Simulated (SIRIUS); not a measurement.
Wanted: the native input for a SIRIUS 7.10.0 run.

```yaml
Task: single point
Functional: RPBE
Potentials_or_basis: PseudoDojo 0.4.1 PBE standard (scalar relativistic)
Cutoff: 1127 eV
Density_cutoff: 4507 eV
k_mesh: 5 × 3 × 3
Occupations: fermi-dirac, width 0.05 eV
Spin: no spin polarisation
Libxc_names: "[\"XC_GGA_X_RPBE\", \"XC_GGA_C_PBE\"]"
Energy_tol: 1e-08 Ha
Density_tol: 1e-06
Mixer: anderson
Mixing_beta: 0.7
Max_scf: 100
Radial_cutoff_for_the_potentials'_integrals: 6.5 bohr
```

SiC:

```
Si C
1.0
     2.97508    0.00000    0.00000
     0.00000    4.20842    0.00000
    -1.40385    0.00000    4.77498
Si C
2 2
Cartesian
  2.2664 1.0521 1.0186
  -0.6951 3.1563 3.7563
  0.7861 1.0521 3.2664
  0.7851 3.1563 1.5086
```

The cell was built by a generator and needn't be a form met in nature.

These files were run (other wordings do the same):

sirius.json

```json
{
  "control": {
    "processing_unit": "cpu",
    "verbosity": 2,
    "num_bands_to_print": 15,
    "print_forces": true,
    "print_stress": true
  },
  "parameters": {
    "electronic_structure_method": "pseudopotential",
    "xc_functionals": ["XC_GGA_X_RPBE", "XC_GGA_C_PBE"],
    "gk_cutoff": 9.1,
    "pw_cutoff": 18.2,
    "ngridk": [5, 3, 3],
    "shiftk": [0, 0, 0],
    "smearing": "fermi_dirac",
    "smearing_width": 0.0018374661,
    "num_bands": 15,
    "num_mag_dims": 0,
    "num_dft_iter": 100,
    "energy_tol": 1e-08,
    "density_tol": 1e-06
  },
  "iterative_solver": {
    "type": "davidson",
    "min_tolerance": 1e-09,
    "tolerance_scale": [0.1, 0.25]
  },
  "mixer": {
    "type": "anderson",
    "beta": 0.7,
    "max_history": 8
  },
  "settings": {
    "tol_ne": 1e-10,
    "pseudo_grid_cutoff": 6.5
  },
  "unit_cell": {
    "lattice_vectors": [
      [1.0, 0.0, 0.0],
      [0.0, 1.414553864868, 0.0],
      [-0.471868537746, 0.0, 1.604988227157]
    ],
    "lattice_vectors_scale": 5.6220944113,
    "atom_coordinate_units": "lattice",
    "atom_types": ["Si", "C"],
    "atom_files": {
      "Si": "Si.json",
      "C": "C.json"
    },
    "atoms": {
      "Si": [
        [0.862441, 0.25, 0.213328],
        [0.137559, 0.75, 0.786672]
      ],
      "C": [
        [0.58701903, 0.25, 0.684062],
        [0.41298097, 0.75, 0.315938]
      ]
    }
  }
}
```

Potentials or basis: PseudoDojo 0.4.1 PBE standard (scalar relativistic).

Launch:

```console
$ upf_to_json Si.upf
$ upf_to_json C.upf
$ OMP_NUM_THREADS=1 sirius.scf --input=sirius.json --output=out.json --task=0
```

It gave:

```json
{"Pressure": "-25.4 GPa", "Largest force": "1.363 eV/Å", "Band gap on the k mesh": "none (metal or under the smearing width)"}
```

Caveat: the k mesh is coarse (spacing up to 0.50 Å⁻¹), so the values aren't converged; the potentials were made for another functional, which shifts forces and pressure.

Run time: 34 s on 1 thread of Arm Neoverse V1, on a shared host, peak memory 0.31 GiB.
